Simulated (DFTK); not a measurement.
Set up this calculation in DFTK 0.8.2, as the native input.

* Task: equation of state
* Functional: PBEsol
* Potentials or basis: cp2k.nc.sr.pbe.v0_1.semicore.gth (PBE, GTH)
* Cutoff: 571 eV
* k mesh: 8 × 8 × 8
* Occupations: fermi-dirac, width 0.05 eV
* Spin: no spin polarisation
* Valence electrons: Si 4
* Volume scales: [0.94, 0.96, 0.98, 1.0, 1.02, 1.04, 1.06]
* SCF tolerance on the density: 1e-06

Crystal: Si.

```xyz
2
Lattice="0.0000 2.7219 2.7219 2.7219 0.0000 2.7219 2.7219 2.7219 0.0000" Properties=species:S:1:pos:R:3 pbc="T T T"
Si    2.7219    2.7219    2.7219
Si    4.0828    4.0828    4.0828
```

These files were run (other wordings do the same):

run.jl

```julia
using DFTK
using PseudoPotentialData
using Unitful, UnitfulAtomic
using LinearAlgebra, Printf
using AtomsBase
include("save.jl")
disable_threading()

cell = [[0.0, 2.7218511865, 2.7218511865],
        [2.7218511865, 0.0, 2.7218511865],
        [2.7218511865, 2.7218511865, 0.0]]u"Å"
system = periodic_system([:Si => [0.5, 0.5, 0.5],
                          :Si => [0.75, 0.75, 0.75]],
                         cell; fractional=true)
lattice   = austrip.(hcat(cell_vectors(system)...))
symbols   = atomic_symbol(system, :) .|> Symbol
positions = [lattice \ austrip.(position(system, i)) for i in 1:length(system)]
pseudopotentials = PseudoFamily("cp2k.nc.sr.pbe.v0_1.semicore.gth")
elements = Dict(s => ElementPsp(s, pseudopotentials) for s in unique(symbols))
atoms    = [elements[s] for s in symbols]

build_model(lattice, positions; symmetries=true) =
    model_DFT(lattice, atoms, positions;
              functionals=PBEsol(),
              temperature=austrip(0.05u"eV"),
              smearing=Smearing.FermiDirac(),
              symmetries)
Ecut  = 21.0  # hartree
kgrid = [8, 8, 8]
tol   = 1e-6
to_GPa = ustrip(uconvert(u"GPa", 1u"hartree/bohr^3"))

results["points"] = []
for scale in [0.94, 0.96, 0.98, 1.0, 1.02, 1.04, 1.06]
    println("\n=== scale = ", scale)
    model = build_model(cbrt(scale) * lattice, positions)
    basis = PlaneWaveBasis(model; Ecut, kgrid)
    t0 = time()
    scfres = self_consistent_field(basis;
                                   tol,
                                   nbandsalg=AdaptiveBands(model; n_bands_converge=9))
    seconds = time() - t0
    @printf "SCF: %d iterations, %.1f s\n" scfres.n_iter seconds
    forces = compute_forces_cart(scfres)
    stress = compute_stresses_cart(scfres)
    @printf "V = %.5f Å^3  F = %.8f Ha  max force = %.5f eV/Å  p = %.4f GPa\n" ustrip(auconvert(u"Å^3", model.unit_cell_volume)) scfres.energies.total ustrip(auconvert(u"eV/Å", maximum(norm, forces))) (-tr(stress) / 3 * to_GPa)
    push!(results["points"], save_scf!(scfres; forces, stress, d=Dict{String,Any}("seconds" => seconds, "n_matvec" => get(scfres, :n_matvec, 0))))
end

# third-order Birch-Murnaghan fit in x = V^(-2/3)
V = [0.94, 0.96, 0.98, 1.0, 1.02, 1.04, 1.06] * abs(det(lattice))
E = [p["total"] for p in results["points"]]
x = V .^ (-2 / 3)
c = [x .^ 0 x x .^ 2 x .^ 3] \ E
Δ = c[3]^2 - 3c[2] * c[4]
if Δ > 0
    x0 = (-c[3] + sqrt(Δ)) / 3c[4]
    B0 = 4 / 9 * x0^(7 / 2) * (2c[3] + 6c[4] * x0)
    @printf "V0 = %.4f Å^3  B0 = %.2f GPa\n" ustrip(auconvert(u"Å^3", x0^(-3 / 2))) B0 * to_GPa
end
```

Potentials or basis: cp2k.nc.sr.pbe.v0_1.semicore.gth (PBE, GTH).

Command:

```console
$ julia --threads=1 run.jl  # save.jl only writes the numbers to a file and isn't shown; printed stress counts tension as positive; times include loading and compiling
```

Results of the run:

```yaml
Equilibrium_volume: 20.23 Å³/atom
Bulk_modulus: 91 GPa
Pressure_derivative_of_the_bulk_modulus: 4.2
```

Caveat: GTH potentials come without recommended cutoffs, and this one wasn't checked for convergence; the potentials were made for another functional, which shifts forces and pressure.

Run time: 2.4 min on 1 thread of Intel(R) Xeon(R) Platinum 8488C (Sapphire Rapids) (shared host), peak memory 1.5 GiB.
